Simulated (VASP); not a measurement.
Wanted: the native input for a VASP 6.6.1 run.

* Task: band structure
* Functional: TB-mBJ
* Potentials or basis: VASP PAW PBE potentials, release 64 (Al, As)
* Cutoff: 520 eV
* k mesh: 10 × 10 × 10
* Occupations: gaussian, width 0.03 eV
* Spin: no spin polarisation
* Further INCAR settings: ALGO = Normal; EDIFF = 1e-06; NBANDS = 11

Crystal: AlAs.

```
Al As
1.0
     0.00000    2.84090    2.84090
     2.84090    0.00000    2.84090
     2.84090    2.84090    0.00000
Al As
1 1
Direct
  0.00000 0.00000 0.00000
  0.25000 0.25000 0.25000
```

The cell was built by a generator and needn't be a form met in nature.

The input as run:

POSCAR

```
AlAs                                    
1.0
    0.0000000000      2.8408956351      2.8408956351
    2.8408956351      0.0000000000      2.8408956351
    2.8408956351      2.8408956351      0.0000000000
  Al              As            
     1     1
Direct
     0.0000000000000000    0.0000000000000000    0.0000000000000000
     0.2500000000000000    0.2500000000000000    0.2500000000000000
```

INCAR.step1

```
PREC = Accurate
ENCUT = 520
EDIFF = 1E-5
ISMEAR = 0
SIGMA = 0.03
LREAL = F
LASPH = T
NELM = 80
ALGO = Normal
ISIF = 2
LWAVE = T
LCHARG = F
NBANDS = 11
GGA = PE
```

INCAR.step2

```
PREC = Accurate
ENCUT = 520
EDIFF = 1E-6
ISMEAR = 0
SIGMA = 0.03
LREAL = F
LASPH = T
NELM = 80
ALGO = Normal
ISIF = 2
LWAVE = F
LCHARG = F
METAGGA = MBJ
NBANDS = 11
ISTART = 1
```

KPOINTS

```
Automatic mesh
0
Gamma
  10 10 10
```

KPOINTS_OPT

```
explicit points
109
Reciprocal
 0.0000000000  0.0000000000  0.0000000000 1
 0.0555555556  0.0000000000  0.0555555556 1
 0.1111111111  0.0000000000  0.1111111111 1
 0.1666666667  0.0000000000  0.1666666667 1
 0.2222222222  0.0000000000  0.2222222222 1
 0.2777777778  0.0000000000  0.2777777778 1
 0.3333333333  0.0000000000  0.3333333333 1
 0.3888888889  0.0000000000  0.3888888889 1
 0.4444444444  0.0000000000  0.4444444444 1
 0.5000000000  0.0000000000  0.5000000000 1
 0.5000000000  0.0000000000  0.5000000000 1
 0.5000000000  0.0277777778  0.5277777778 1
 0.5000000000  0.0555555556  0.5555555556 1
 0.5000000000  0.0833333333  0.5833333333 1
 0.5000000000  0.1111111111  0.6111111111 1
 0.5000000000  0.1388888889  0.6388888889 1
 0.5000000000  0.1666666667  0.6666666667 1
 0.5000000000  0.1944444444  0.6944444444 1
 0.5000000000  0.2222222222  0.7222222222 1
 0.5000000000  0.2500000000  0.7500000000 1
 0.5000000000  0.2500000000  0.7500000000 1
 0.4861111111  0.2638888889  0.7500000000 1
 0.4722222222  0.2777777778  0.7500000000 1
 0.4583333333  0.2916666667  0.7500000000 1
 0.4444444444  0.3055555556  0.7500000000 1
 0.4305555556  0.3194444444  0.7500000000 1
 0.4166666667  0.3333333333  0.7500000000 1
 0.4027777778  0.3472222222  0.7500000000 1
 0.3888888889  0.3611111111  0.7500000000 1
 0.3750000000  0.3750000000  0.7500000000 1
 0.3750000000  0.3750000000  0.7500000000 1
 0.3333333333  0.3333333333  0.6666666667 1
 0.2916666667  0.2916666667  0.5833333333 1
 0.2500000000  0.2500000000  0.5000000000 1
 0.2083333333  0.2083333333  0.4166666667 1
 0.1666666667  0.1666666667  0.3333333333 1
 0.1250000000  0.1250000000  0.2500000000 1
 0.0833333333  0.0833333333  0.1666666667 1
 0.0416666667  0.0416666667  0.0833333333 1
 0.0000000000  0.0000000000  0.0000000000 1
 0.0000000000  0.0000000000  0.0000000000 1
 0.0555555556  0.0555555556  0.0555555556 1
 0.1111111111  0.1111111111  0.1111111111 1
 0.1666666667  0.1666666667  0.1666666667 1
 0.2222222222  0.2222222222  0.2222222222 1
 0.2777777778  0.2777777778  0.2777777778 1
 0.3333333333  0.3333333333  0.3333333333 1
 0.3888888889  0.3888888889  0.3888888889 1
 0.4444444444  0.4444444444  0.4444444444 1
 0.5000000000  0.5000000000  0.5000000000 1
 0.5000000000  0.5000000000  0.5000000000 1
 0.5138888889  0.4722222222  0.5138888889 1
 0.5277777778  0.4444444444  0.5277777778 1
 0.5416666667  0.4166666667  0.5416666667 1
 0.5555555556  0.3888888889  0.5555555556 1
 0.5694444444  0.3611111111  0.5694444444 1
 0.5833333333  0.3333333333  0.5833333333 1
 0.5972222222  0.3055555556  0.5972222222 1
 0.6111111111  0.2777777778  0.6111111111 1
 0.6250000000  0.2500000000  0.6250000000 1
 0.6250000000  0.2500000000  0.6250000000 1
 0.6111111111  0.2500000000  0.6388888889 1
 0.5972222222  0.2500000000  0.6527777778 1
 0.5833333333  0.2500000000  0.6666666667 1
 0.5694444444  0.2500000000  0.6805555556 1
 0.5555555556  0.2500000000  0.6944444444 1
 0.5416666667  0.2500000000  0.7083333333 1
 0.5277777778  0.2500000000  0.7222222222 1
 0.5138888889  0.2500000000  0.7361111111 1
 0.5000000000  0.2500000000  0.7500000000 1
 0.5000000000  0.2500000000  0.7500000000 1
 0.5000000000  0.2777777778  0.7222222222 1
 0.5000000000  0.3055555556  0.6944444444 1
 0.5000000000  0.3333333333  0.6666666667 1
 0.5000000000  0.3611111111  0.6388888889 1
 0.5000000000  0.3888888889  0.6111111111 1
 0.5000000000  0.4166666667  0.5833333333 1
 0.5000000000  0.4444444444  0.5555555556 1
 0.5000000000  0.4722222222  0.5277777778 1
 0.5000000000  0.5000000000  0.5000000000 1
 0.5000000000  0.5000000000  0.5000000000 1
 0.4861111111  0.4861111111  0.5277777778 1
 0.4722222222  0.4722222222  0.5555555556 1
 0.4583333333  0.4583333333  0.5833333333 1
 0.4444444444  0.4444444444  0.6111111111 1
 0.4305555556  0.4305555556  0.6388888889 1
 0.4166666667  0.4166666667  0.6666666667 1
 0.4027777778  0.4027777778  0.6944444444 1
 0.3888888889  0.3888888889  0.7222222222 1
 0.3750000000  0.3750000000  0.7500000000 1
 0.6250000000  0.2500000000  0.6250000000 1
 0.6111111111  0.2222222222  0.6111111111 1
 0.5972222222  0.1944444444  0.5972222222 1
 0.5833333333  0.1666666667  0.5833333333 1
 0.5694444444  0.1388888889  0.5694444444 1
 0.5555555556  0.1111111111  0.5555555556 1
 0.5416666667  0.0833333333  0.5416666667 1
 0.5277777778  0.0555555556  0.5277777778 1
 0.5138888889  0.0277777778  0.5138888889 1
 0.5000000000  0.0000000000  0.5000000000 1
 0.0000000000  0.0000000000  0.0000000000 1
 0.3750000000  0.3750000000  0.7500000000 1
 0.5000000000  0.5000000000  0.5000000000 1
 0.6250000000  0.2500000000  0.6250000000 1
 0.5000000000  0.2500000000  0.7500000000 1
 0.5000000000  0.0000000000  0.5000000000 1
 0.4000000000  0.0000000000  0.4000000000 1
 0.4250000000  0.0000000000  0.4250000000 1
 0.4500000000  0.0000000000  0.4500000000 1
```

Potentials or basis: VASP PAW PBE potentials, release 64 (Al, As).

Launch:

```bash
$ cat potpaw_PBE.64/Al/POTCAR potpaw_PBE.64/As/POTCAR > POTCAR
$ cp INCAR.step1 INCAR
$ mpirun -np 1 vasp_std > vasp.out
$ cp INCAR.step2 INCAR
$ mpirun -np 1 vasp_std > vasp.out
```

Results of the run:

```json
{
  "Band gap on the k mesh": "2.18 eV, indirect (least direct gap 2.87 eV)",
  "Band gap along the path": "2.18 eV, indirect (least direct gap 2.87 eV)"
}
```

Wall time 2.4 min on 1 thread of Intel(R) Xeon(R) Platinum 8259CL CPU @ 2.50GHz (Skylake/Cascade Lake), on a shared host, peak memory 0.2 GiB.
